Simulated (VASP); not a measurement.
# Settings for Se: band structure

Se, P3_121 (no. 152), 3 atoms in the cell. AM05; PAW potentials Se (PBE set). VASP 6.6.1.

Wanted: band energies at the path's corners within 0.1 eV; smallest gap over path and mesh within 0.05 eV.

What the run is for: bands; Accuracy asked: screening; Route: fixed density (ICHARG 11).

Band energies at the path's corners: counted from the valence top.

POSCAR:
```
Se
1.0
    4.3662000000      0.0000000000      0.0000000000
   -2.1831000000      3.7812401180      0.0000000000
    0.0000000000      0.0000000000      4.9536000000
Se
3
Direct
    0.7746000000      0.7746000000      0.0000000000
    0.0000000000      0.2254000000      0.6666666667
    0.2254000000      0.0000000000      0.3333333333
```

The series start from Plane-wave cutoff (eV): 240; k-point mesh: 5 × 5 × 4; k points a path segment: 12; Electronic threshold (eV): 1e-6; Precision mode (PREC): Accurate; Bands in all (NBANDS): 22; Aspherical gradient terms in the spheres (LASPH): yes. Each series keeps the choices made before it, and each single choice may use up half of a tolerance. Times cover all steps of a run.

## Plane-wave cutoff (eV)

| Plane-wave cutoff (eV) | Band energies at the path's corners, largest deviation (eV) | Smallest gap over path and mesh (eV) | Time (s) |
|---|---|---|---|
| 170 | 0.02 | 0.969 | 25 |
| 210 | 0.00 | 0.982 | 25 |
| 240 | 0.00 | 0.983 | 30 |
| 270 | 0.00 | 0.984 | 33 |
| 340 | 0.00 | 0.985 | 55 |
| 420 | 0.00 | 0.985 | 70 |
| 500 (reference) | 0.00 | 0.985 | 64 |

Chosen: 170, the loosest value from which every tighter one stays within half of the tolerance.

## k-point mesh

| k-point mesh | Band energies at the path's corners, largest deviation (eV) | Smallest gap over path and mesh (eV) | Time (s) |
|---|---|---|---|
| 2 × 2 × 2 | 0.03 | 0.943 | 22 |
| 3 × 3 × 2 | 0.02 | 0.947 | 26 |
| 3 × 3 × 3 | 0.00 | 0.967 | 24 |
| 4 × 4 × 3 | 0.00 | 0.971 | 23 |
| 5 × 5 × 4 | 0.00 | 0.969 | 25 |
| 6 × 6 × 5 | 0.00 | 0.970 | 29 |
| 7 × 7 × 6 (reference) | 0.00 | 0.970 | 27 |

Chosen: 3 × 3 × 2.

## Electronic threshold (eV)

| Electronic threshold (eV) | Band energies at the path's corners, largest deviation (eV) | Smallest gap over path and mesh (eV) | Time (s) |
|---|---|---|---|
| 0.001 | 0.00 | 0.948 | 13 |
| 0.0001 | 0.00 | 0.950 | 14 |
| 1e-5 | 0.00 | 0.949 | 14 |
| 1e-6 | 0.00 | 0.949 | 17 |
| 1e-7 (reference) | 0.00 | 0.949 | 16 |

Chosen: 0.001.

## Precision mode (PREC)

| Precision mode (PREC) | Band energies at the path's corners, largest deviation (eV) | Smallest gap over path and mesh (eV) | Time (s) |
|---|---|---|---|
| SingleN | 0.00 | 0.948 | 7.7 |
| Normal | 0.00 | 0.948 | 9.0 |
| Accurate (reference) | 0.00 | 0.948 | 13 |

Chosen: SingleN.

## Bands in all (NBANDS)

| Bands in all (NBANDS) | Band energies at the path's corners, largest deviation (eV) | Smallest gap over path and mesh (eV) | Time (s) |
|---|---|---|---|
| 11 | 0.05 | 0.948 | 7.8 |
| 12 | 0.00 | 0.948 | 7.1 |
| 13 | 0.00 | 0.948 | 8.4 |
| 15 | 0.00 | 0.948 | 7.8 |
| 22 | 0.00 | 0.948 | 7.7 |
| 32 (reference) | 0.00 | 0.948 | 10 |

Chosen: 11.

## Aspherical gradient terms in the spheres (LASPH)

| Aspherical gradient terms in the spheres (LASPH) | Band energies at the path's corners, largest deviation (eV) | Smallest gap over path and mesh (eV) | Time (s) |
|---|---|---|---|
| yes | 0.00 | 0.948 | 7.8 |
| no | 0.02 | 0.930 | 3.2 |

Chosen: no, the fastest of those that stay within half of the tolerance.

Also changed on the way, by series that aren't shown: k points a path segment: 5.

## All choices together

| Input | Band energies at the path's corners, largest deviation (eV) | Smallest gap over path and mesh (eV) | Time (s) |
|---|---|---|---|
| the program's defaults (naive) | 0.02 | 0.968 | 12 |
| chosen settings | 0.03 | 0.952 | 4.1 |
| reference settings throughout | 0.00 | 0.985 | 321 |

The tolerance is met.

2 cheaper combinations failed this check first and made the worst setting one step tighter.

## The input

INCAR.step1:
```
  GGA = AM
  ISMEAR = 0
  SIGMA = 0.03
  LWAVE = F
  LCHARG = T
  NBANDS = 12
  PREC = SingleN
  LASPH = F
  LREAL = F
  ALGO = Normal
  EDIFF = 0.001
  NELM = 120
  GGA_COMPAT = F
  ENCUT = 170
  EFERMI = MIDGAP
```

INCAR.step2, as INCAR.step1 but for:
```
- LCHARG = T
+ LCHARG = F
+ ICHARG = 11
```

KPOINTS.step1:
```
Automatic mesh
0
Gamma
  3 3 3
  0 0 0
```

KPOINTS.step2:
```
path GMKGALHA,LM,KH
5
line-mode
reciprocal
 0.0000000000  0.0000000000  0.0000000000  G
 0.5000000000  0.0000000000  0.0000000000  M

 0.5000000000  0.0000000000  0.0000000000  M
 0.3333333333  0.3333333333  0.0000000000  K

 0.3333333333  0.3333333333  0.0000000000  K
 0.0000000000  0.0000000000  0.0000000000  G

 0.0000000000  0.0000000000  0.0000000000  G
 0.0000000000  0.0000000000  0.5000000000  A

 0.0000000000  0.0000000000  0.5000000000  A
 0.5000000000  0.0000000000  0.5000000000  L

 0.5000000000  0.0000000000  0.5000000000  L
 0.3333333333  0.3333333333  0.5000000000  H

 0.3333333333  0.3333333333  0.5000000000  H
 0.0000000000  0.0000000000  0.5000000000  A

 0.5000000000  0.0000000000  0.5000000000  L
 0.5000000000  0.0000000000  0.0000000000  M

 0.3333333333  0.3333333333  0.0000000000  K
 0.3333333333  0.3333333333  0.5000000000  H
```

Commands (each step's output is kept before the next begins):
```
cat potpaw_PBE.64/Se/POTCAR > POTCAR
cp INCAR.step1 INCAR
cp KPOINTS.step1 KPOINTS
mpirun -np 1 vasp_std > vasp.out
cp INCAR.step2 INCAR
cp KPOINTS.step2 KPOINTS
mpirun -np 1 vasp_std > vasp.out
```

The naive input happens to agree within the tolerance here, in 12 s.

Limits: AM05 gaps are mostly well below measured ones.

The chosen input took VASP 6.6.1 4.1 s on 1 core (Intel Xeon 6975P-C (Granite Rapids)), a shared host.

## An input that fails: tetrahedra on too few k points

VASP's message: IBZKPT: tetrahedron method fails for NKPT<4. NKPT = 1.

k mesh: 5 × 5 × 4 becomes 1 × 1 × 1.

Changes against the starting input:
```
- ISMEAR = 0
- NELM = 120
+ ISMEAR = -5
+ NELM = 61
```
